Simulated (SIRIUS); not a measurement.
CuO:

```xyz
2
Lattice="2.8363 0.0000 0.0000 -1.4182 2.4563 0.0000 0.0000 0.0000 2.7681" Properties=species:S:1:pos:R:3 pbc="T T T"
Cu    0.0000    0.0000    0.0000
O     1.4182    0.8188    1.3841
```

Measurements of this composition are mostly on another form, of space group No. 15.

Base run:

| Property | Result |
| --- | --- |
| Program | SIRIUS 7.10.0 |
| Functional | PBEsol |
| Potentials or basis | PseudoDojo 0.4.1 PBE standard (scalar relativistic) |
| Cutoff | 1254 eV |
| Density cutoff | 5016 eV |
| k mesh | 9 × 9 × 8 |
| Occupations | fermi-dirac, width 0.05 eV |
| Spin | no spin polarisation |

Its results: band gap on the k mesh none (metal or under the smearing width); pressure -9.8 GPa.

Task: After a change of settings the same cell gave: band gap on the k mesh none (metal or under the smearing width); pressure 0.4 GPa. Which change was it?
A. functional from PBEsol to revPBE; libxc names from ["XC_GGA_X_PBE_SOL", "XC_GGA_C_PBE_SOL"] to ["XC_GGA_X_PBE_R", "XC_GGA_C_PBE"]
B. functional from PBEsol to LDA; libxc names from ["XC_GGA_X_PBE_SOL", "XC_GGA_C_PBE_SOL"] to ["XC_LDA_X", "XC_LDA_C_PW"]
C. functional from PBEsol to PW91; libxc names from ["XC_GGA_X_PBE_SOL", "XC_GGA_C_PBE_SOL"] to ["XC_GGA_X_PW91", "XC_GGA_C_PW91"]
D. functional from PBEsol to B86bPBE; libxc names from ["XC_GGA_X_PBE_SOL", "XC_GGA_C_PBE_SOL"] to ["XC_GGA_X_B86_MGC", "XC_GGA_C_PBE"]

Result: D.

Caveats: the potentials were made for another functional, which shifts forces and pressure; an odd number of electrons without spin polarisation forces a metal; a magnetic or distorted state may lie lower; the run has no spin polarisation, though such a crystal can be magnetic; semilocal functionals often make such compounds metallic where correlation or magnetic order opens a gap, which also shifts bond lengths.

Runs at the PBE level aren't shown here.
